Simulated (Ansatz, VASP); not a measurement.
**Hf in VASP and in Ansatz**

INCAR

```
PREC = Accurate
ENCUT = 520
EDIFF = 1E-6
ISMEAR = 1
SIGMA = 0.2
LREAL = F
LASPH = T
NELM = 100
ALGO = Normal
ISIF = 2
LWAVE = F
LCHARG = T
GGA = CA
LELF = T
LVHAR = T
NBANDS = 17
```

The input KPOINTS:

```
regular mesh
0
Gamma
  10 10 5
```

The input POSCAR:

```
Hf
1.0
    3.1967000000      0.0000000000      0.0000000000
   -1.5983500000      2.7684234083      0.0000000000
    0.0000000000      0.0000000000      5.0578000000
Hf
2
Direct
    0.6666666667      0.3333333333      0.7500000000
    0.3333333333      0.6666666667      0.2500000000
```

Contents of input.yaml:

```yaml
crystal:
  lattice:
    - [3.1967, 0.0, 0.0]
    - [-1.59835, 2.7684234083, 0.0]
    - [0.0, 0.0, 5.0578]
  atoms:
    - { symbol: Hf, position: [0.6666666667, 0.3333333333, 0.75] }
    - { symbol: Hf, position: [0.3333333333, 0.6666666667, 0.25] }
kpoints:
  mp_grid: { grid: [10, 10, 5] }
scf:
  occupations: { method: methfessel_paxton, width: 0.2 }
hamiltonian:
  xc: lda
  pseudopotentials: { kind: all_electron, lapw: { basis_error: 0.001 } }
output:
  forces: true
  stress: true
  eigenvalues: true
  populations: true
```

Alike in both runs: functional LDA; k mesh 10 × 10 × 5; occupations methfessel-paxton of order 1, width 0.2 eV; no spin polarisation.

|  | VASP | Ansatz |
| --- | --- | --- |
| version | VASP 6.6.1 | Ansatz 0.2.0 |
| potentials or method | VASP PAW LDA potentials, release 64 (Hf_pv) | all-electron LAPW, scalar-relativistic |
| plane-wave cutoff (eV) | 520 | see its input |
| task | single point | atomic charges |

Ansatz gave:

- gap on the k mesh at the Fermi level (eV): none
- pressure (GPa): -7.8
- largest component of the traceless stress (GPa): 0.39

**Question.** Estimate VASP's values.

**Answer.** gap on the k mesh at the Fermi level (eV): none; pressure (GPa): -7.8; largest component of the traceless stress (GPa): 0.40.

A gap of «none» marks a metal or a gap that the smearing closes. Ansatz ran all-electron here, so the differences hold the error of VASP's frozen core and of both bases.

Spin-orbit coupling is left out, which matters for the levels of Hf.
